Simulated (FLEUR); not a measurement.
**NaCl under changes of volume**

One of the cells (21.813 Å³/atom); the others are scaled copies at fixed shape and fractional positions:

```
Cl Na
1.0
     0.00000    2.79406    2.79406
     2.79406    0.00000    2.79406
     2.79406    2.79406    0.00000
Cl Na
1 1
Direct
  0.50000 0.50000 0.50000
  0.00000 0.00000 0.00000
```

The cell is a database's computed one.

* Program: FLEUR MaX-R8.1 (later development tree)
* Functional: SCAN
* Potentials or basis: all-electron
* Basis: FLAPW
* Kmax: 4.14 1/bohr
* k mesh: 8 × 8 × 8
* Occupations: fermi-dirac, width 0.05 eV
* Spin: no spin polarisation

| volume (Å³/atom) | energy over the lowest point (meV/atom) | gap on the mesh (eV) |
| --- | --- | --- |
| 20.504 | 7.37 | 6.18 |
| 20.940 | ? | ? |
| 21.813 | 0.00 | 5.91 |
| 22.685 | 2.72 | 5.77 |
| 23.121 | 5.93 | 5.70 |

Q: What does the run at 20.940 Å³/atom give?

A: Energy over the lowest point 3.20 meV/atom; gap on the mesh 6.08 eV.

Worked out: A Birch-Murnaghan fit of order 2 (a polynomial in V^(-2/3)) to the other rows has its minimum at 21.82 Å³/atom with B0 = V·E''(V) = 27 GPa. It gives 3.18 meV/atom at 20.940 Å³/atom, against the run's 3.20. A parabola through the other rows of the gap, of slope -4.44 eV per unit of ln V (its deformation potential) there, gives 6.08 eV, against the run's 6.08.

Energies are extrapolated to zero smearing.

Caveats: the meta-GGA is that of a development version, with a GGA for the radial functions and cores and without core tails.
